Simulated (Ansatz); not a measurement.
# N: relaxation (Ansatz)

The command:

```bash
ansatz run input.yaml --threads 2 --pin off --max-ram 3584MiB --backend cpu --events-out ev --progress --plain --runs-dir out
```

Input:

```yaml
crystal:
  lattice:
    - [0.0, 1.602594, 1.602594]
    - [1.602594, 0.0, 1.602594]
    - [1.602594, 1.602594, 0.0]
  atoms:
    - { symbol: "N", position: [0.0, 0.0, 0.0] }
  symmetry: { tolerance: 0.0003 }
kpoints:
  mp_grid: { grid: [18, 18, 18], shift: [0, 0, 0] }
magnetization:
  spin_polarized: false
scf:
  occupations: { method: gaussian, width: 0.0515 }
  lower_state_search: "off"
hamiltonian:
  pseudopotentials: { kind: paw }
  xc: r2scan
basis:
  ecutwfc: 500
  fft_grid_basis: typed
relax:
  max_steps: 60
  cell: { p_target: 0.0 }
  f_tol: 0.03
output:
  forces: true
  stress: true
  eigenvalues: true
  bader: true
  populations: true
  elf: true
  write_potential: true
  volumetric_format: npy
  dos:
    e_range: [-12, 8]
    de: 0.05
    projected: { site_lists: { "N": ["N"] } }
  write_density: true
checkpoint:
  read: saved_state
```

Origin of the cell: a known structure type with other elements, at an estimated volume, so it need not be a known compound.

The saved state is a converged single point of the same cell.

Steps («new basis» is an SCF on plane waves selected anew at the same cell):

```
step  ΔF (meV/atom)  max force component (eV/Å)  P (GPa)  volume (Å³)  SCF iterations   step was
   1            0.0                       0.000   -14.99         8.23               5   accepted
   2          -35.7                       0.000    -2.74         7.63               6   accepted
   3          -36.7                       0.000     0.41         7.50               5   accepted
   4          -36.7                       0.000     0.00         7.52               4   accepted
   5          -36.1                       0.000     0.01         7.52               6  new basis
```

The starting structure.

Space group Fm-3m (No. 225); the run's cell has a = 2.266 Å, b = 2.266 Å, c = 2.266 Å, α = 60.00°, β = 60.00°, γ = 60.00°. Shortest distances: N–N 2.27 Å.

The relaxed structure.

Space group Fm-3m (No. 225); the run's cell has a = 2.199 Å, b = 2.199 Å, c = 2.199 Å, α = 60.00°, β = 60.00°, γ = 60.00°. Shortest distances: N–N 2.20 Å.

```xyz
1
Lattice="0.0000 1.5548 1.5548 1.5548 0.0000 1.5548 1.5548 1.5548 0.0000" Properties=species:S:1:pos:R:3 pbc="T T T"
N     0.0000    0.0000    0.0000
```

* Free energy lowered by: 36.1 meV/atom
* Volume change: -8.68 %
* Final pressure: 0.01 GPa
* Relaxation steps listed: 5

Caveats: no moments, though an odd count or open d shells may carry them; the relaxation held the start's symmetry, so the end may be a saddle point.

Time: 6.9 s of wall time on 2 CPU thread(s) of a shared host, from a saved density.
